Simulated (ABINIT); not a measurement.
The system is Ge.

```xyz
2
Lattice="1.4881 -2.5947 0.0000 1.4881 2.5947 0.0000 0.0000 0.0000 4.7276" Properties=species:S:1:pos:R:3 pbc="T T T"
Ge    1.4881    0.8643    1.1819
Ge    1.4881   -0.8643    3.5457
```

This isn't the form of Ge at room conditions, which is diamond.

Program: ABINIT 10.8.3 (patched build). Alike in all runs: task band structure; potentials or basis JTH PAW PBE v2.0; no spin polarisation; cell as given; k mesh 10 × 10 × 6; cutoff (eV) 707; smearing fermi-dirac 0.05 eV.

Task: Order these runs on this cell by their pressure, lowest first.
A. level LDA
B. level PBEsol
C. level BLYP

Result: A (-1.0 GPa), B (0.8 GPa), C (11.5 GPa).

Caveats: the PAW data sets were made with another functional, which shifts forces and pressure a little.

Runs at the PBE level aren't shown here.
